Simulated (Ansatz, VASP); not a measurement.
One calculation of Au, two programs

```
CELL_PARAMETERS angstrom
2.90000 0.00000 0.00000
-1.45000 2.51147 0.00000
0.00000 0.00000 4.88000
ATOMIC_POSITIONS crystal
Au 0.68819 0.35203 0.25122
Au 0.32218 0.66326 0.75447
```

Change from the starting cell: atoms moved at random, drawn with an rms of 0.05 Å.

Alike in both runs: task single point; functional PBEsol; k mesh 11 × 11 × 6; occupations fermi-dirac, width 0.05 eV; no spin polarisation.

|  | VASP | Ansatz |
| --- | --- | --- |
| version | VASP 6.6.1 | Ansatz 0.2.0 |
| potentials or method | VASP PAW PBE potentials, release 64 (Au) | Ansatz PAW |
| plane-wave cutoff (eV) | 520 | 420 |
| valence electrons in the cell | 22 | 38 |

VASP gave:

```
gap on the k mesh at the Fermi level (eV)       : none
pressure (GPa)                                  : -6.6
largest component of the traceless stress (GPa) : 0.21
rms of the force components (eV/Å)              : 0.050
```

**Question.** Which values does Ansatz return?

**Answer.** gap on the k mesh at the Fermi level (eV): none; pressure (GPa): -6.4; largest component of the traceless stress (GPa): 0.22; rms of the force components (eV/Å): 0.051.

Atom by atom the forces differ by 0.001 eV/Å (rms over components). A gap of «none» marks a metal or a gap that the smearing closes. The two sets of potentials don't hold the same shells in valence.

Caveats: the PAW data sets were made with another functional, which shifts forces and pressure a little (VASP); the PAW data sets come from PBE, with cores solved anew for the run's functional, which leaves a small shift of forces and pressure (Ansatz). The runs have no spin-orbit coupling, so splittings on Au are missing.
